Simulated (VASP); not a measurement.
Runs of VASP 6.6.1 on GaAs. The structure is cubic, space group F-43m (No. 216). Conventional cell: a = 5.663 Å, b = 5.663 Å, c = 5.663 Å, α = 90.00°, β = 90.00°, γ = 90.00°. Around Ga (site symmetry -43m) lie 4 As at 2.45 Å. As (site symmetry -43m) has 4 Ga at 2.45 Å as nearest neighbours. The cell is a database's computed one.

```tsv
level	potentials or basis	k mesh	cutoff (eV)	smearing	gap on the mesh (eV)	pressure (GPa)
r2SCAN	VASP PAW PBE potentials, release 64 (Ga_d, As)	10 × 10 × 10	520	gaussian 0.02 eV	0.96	(a)
PBEsol	VASP PAW PBE potentials, release 64 (Ga_d, As)	10 × 10 × 10	700	gaussian 0.02 eV	0.42	0.0
PBEsol	VASP PAW PBE potentials, release 64 (Ga_d, As)	16 × 16 × 16	520	gaussian 0.02 eV	0.42	0.0
PBEsol	VASP PAW PBE potentials, release 64 (Ga_d, As)	10 × 10 × 10	520	gaussian 0.5 eV	0.42	0.1
PBEsol	VASP PAW PBE potentials, release 64 (Ga_h, As)	10 × 10 × 10	900	gaussian 0.02 eV	0.42	0.1
```

Alike in all rows: task single point; no spin polarisation; cell as given.

Q: Fill in the values left out.

A: (a) 0.3.

Caveats: the PAW data sets were made with another functional, which shifts forces and pressure a little.

A k mesh can miss the band edges, and the runs leave out spin-orbit coupling on As, Ga.

Not every run made on this cell is shown here.
